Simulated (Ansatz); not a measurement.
Crystal: HfSiO4 (Hafnon).

```
Hf Si O
1.0
    -3.28625    3.28625    2.98160
     3.28625   -3.28625    2.98160
     3.28625    3.28625   -2.98160
Hf Si O
2 2 8
Direct
  0.00000 0.00000 0.00000
  0.75000 0.25000 0.50000
  0.50000 0.50000 0.00000
  0.25000 0.75000 0.50000
  0.68020 0.49570 0.81550
  0.24570 0.93020 0.31550
  0.68020 0.86470 0.18450
  0.61470 0.93020 0.68450
  0.06980 0.38530 0.31550
  0.50430 0.31980 0.18450
  0.06980 0.75430 0.68450
  0.13530 0.31980 0.81550
```

Base run:

| Item | Value |
| --- | --- |
| Program | Ansatz 0.2.0 |
| Functional | RPBE |
| Potentials or basis | Ansatz PAW |
| Cutoff | 420 eV (not typed: the program's choice for these potentials) |
| k mesh | 5 × 5 × 5 |
| Occupations | fermi-dirac, width 0.05 eV |
| Spin | no spin polarisation |

Its results: band gap on the k mesh 5.54 eV, indirect (least direct gap 5.91 eV); pressure 12.3 GPa; largest force 0.368 eV/Å.

The run is repeated on the same cell with these changes: functional from RPBE to BLYP. What comes out?

Band gap on the k mesh 5.48 eV, indirect (least direct gap 5.82 eV); pressure 12.0 GPa; largest force 0.164 eV/Å.

Caveats: spin-orbit coupling is left out, which moves the levels of the heavy elements; the PAW data sets come from PBE, with cores solved anew for the run's functional, which leaves a small shift of forces and pressure.
